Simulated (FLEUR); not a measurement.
CaSe: band structure with LDA

**Experimental background.**

From a printed reference work, monograph, original work of 1988, for a bulk crystal of CaSe at 2 K: band gap 3.85 eV (indirect).

The system is CaSe.

```
Se Ca
1.0
     0.00000    2.95600    2.95600
     2.95600    0.00000    2.95600
     2.95600    2.95600    0.00000
Se Ca
1 1
Cartesian
  2.9560 2.9560 2.9560
  0.0000 0.0000 0.0000
```

```
Program                  : FLEUR MaX-R8.1 (later development tree)
Task                     : band structure
Functional               : LDA
Potentials or basis      : all-electron
Basis                    : FLAPW
Kmax                     : 4.1 1/bohr
k mesh                   : 8 × 8 × 8
Occupations              : fermi-dirac, width 0.05 eV
Spin                     : no spin polarisation
Gmax                     : 12.7 1/bohr
Muffin-tin radii         : Se 2.59, Ca 2.59 bohr
lmax                     : Se 10, Ca 10
lnonsphr                 : Se 10, Ca 10
Local orbitals a species : Se 4, Ca 5
Max iterations           : 60
Mixing factor            : 0.05
Mixer                    : Anderson
Mixer history            : 15
Density convergence      : 1e-05 me/bohr^3
```

```yaml
Band_gap_on_the_k_mesh: 1.88 eV, indirect (least direct gap 2.82 eV)
Band_gap_along_the_path: 1.88 eV, indirect (least direct gap 2.82 eV)
Valence_electrons_inside_the_program's_atomic_spheres: Se 15.11; Ca 8.39 (radii Se 2.59, Ca 2.59 bohr)
```

Levels at the corners of the path, in eV from the valence-band top:
| point | band 9 | band 10 | band 11 | band 12 | band 13 | band 14 | band 15 | band 16 | band 17 | band 18 |
| --- | --- | --- | --- | --- | --- | --- | --- | --- | --- | --- |
| Γ | -20.60 | -11.87 | 0.00 | 0.00 | 0.00 | 3.10 | 3.56 | 3.56 | 3.56 | 4.16 |
| X | -20.63 | -11.30 | -2.54 | -0.94 | -0.94 | 1.88 | 4.85 | 4.94 | 5.90 | 5.90 |
| W | -20.64 | -11.21 | -2.01 | -2.01 | -1.71 | 4.26 | 4.26 | 5.11 | 5.61 | 5.90 |
| K | -20.62 | -11.22 | -2.28 | -2.09 | -1.13 | 3.13 | 5.54 | 5.57 | 5.58 | 5.85 |
| Γ | -20.60 | -11.87 | 0.00 | 0.00 | 0.00 | 3.10 | 3.56 | 3.56 | 3.56 | 4.16 |
| L | -20.60 | -11.17 | -3.34 | -1.22 | -1.22 | 4.38 | 5.33 | 5.36 | 5.36 | 7.44 |
| U | -20.62 | -11.22 | -2.28 | -2.09 | -1.13 | 3.13 | 5.54 | 5.57 | 5.58 | 5.85 |
| W | -20.64 | -11.21 | -2.01 | -2.01 | -1.71 | 4.26 | 4.26 | 5.11 | 5.61 | 5.90 |
| L | -20.60 | -11.17 | -3.34 | -1.22 | -1.22 | 4.38 | 5.33 | 5.36 | 5.36 | 7.44 |
| K | -20.62 | -11.22 | -2.28 | -2.09 | -1.13 | 3.13 | 5.54 | 5.57 | 5.58 | 5.85 |
| U | -20.62 | -11.22 | -2.28 | -2.09 | -1.13 | 3.13 | 5.54 | 5.57 | 5.58 | 5.85 |
| X | -20.63 | -11.30 | -2.54 | -0.94 | -0.94 | 1.88 | 4.85 | 4.94 | 5.90 | 5.90 |

Core levels (eV from the Fermi level):
| atom | levels |
| --- | --- |
| 1 Se | 1s1/2 -12472.0, 2s1/2 -1596.5, 2p1/2 -1432.9, 2p3/2 -1391.2, 3s1/2 -205.2, 3p1/2 -149.2, 3p3/2 -143.3 |
| 2 Ca | 1s1/2 -3930.0, 2s1/2 -405.4, 2p1/2 -329.3, 2p3/2 -325.6 |

Run time: 47 s on 1 thread of Arm Neoverse V2, with other jobs on the host, peak memory 0.06 GiB.

Measured gap of CaSe: 3.85 eV (indirect; 2 K; a printed reference work, monograph, original work of 1988). This calculation gives 1.88 eV (-1.97 eV). So large a miss can be the level of theory's own, or it may mean another phase, state or a wrong row. Spin-orbit coupling on Se is left out. The value is that of LDA, without temperature or zero-point motion. Semilocal functionals fall short of measured gaps as a rule.
